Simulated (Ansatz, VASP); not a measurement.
# One calculation of Ca, two programs

The input INCAR:

```
SYSTEM = Ca
PREC = Accurate
ENCUT = 520
EDIFF = 1E-7
ISMEAR = -1
SIGMA = 0.05
LREAL = .FALSE.
LASPH = .TRUE.
NELM = 80
ALGO = Fast
ISIF = 2
LWAVE = .FALSE.
LCHARG = .FALSE.
GGA = PE
NBANDS = 11
```

The input KPOINTS:

```
Automatic mesh
0
G
  11 11 11
  0 0 0
```

POSCAR

```
Ca
1.0
   -0.0558840000      2.7662580000      2.7662580000
    2.7662580000     -0.0558840000      2.7662580000
    2.7662580000      2.7662580000     -0.0558840000
Ca
1
Direct
    0.0000000000      0.0000000000      0.0000000000
```

Input for Ansatz:

```yaml
crystal:
  lattice:
    - [-0.055884, 2.766258, 2.766258]
    - [2.766258, -0.055884, 2.766258]
    - [2.766258, 2.766258, -0.055884]
  atoms:
    - { symbol: Ca, position: [0.0, 0.0, 0.0] }
kpoints:
  mp_grid: { grid: [11, 11, 11] }
scf:
  occupations: { method: fermi_dirac, width: 0.05 }
hamiltonian:
  xc: pbe
  pseudopotentials: { kind: all_electron, lapw: { basis_error: 0.001 } }
output:
  forces: true
  stress: true
  eigenvalues: true
```

Change from the starting cell: equal xy, yz and zx shear strains of -2 %.

Alike in both runs: task single point; functional PBE; k mesh 11 × 11 × 11; occupations fermi-dirac, width 0.05 eV; no spin polarisation.

```csv
,VASP,Ansatz
version,VASP 6.6.1,Ansatz 0.2.0
potentials or method,"VASP PAW PBE potentials, release 64 (Ca_sv)","all-electron LAPW, scalar-relativistic"
plane-wave cutoff (eV),520,see its input
```

|  | VASP | Ansatz | Ansatz less VASP |
| --- | --- | --- | --- |
| pressure (GPa) | -0.5 | -0.5 | -0.01 |
| largest component of the traceless stress (GPa) | 0.28 | 0.28 | 0.000 |

Ansatz ran all-electron here, so the differences hold the error of VASP's frozen core and of both bases.
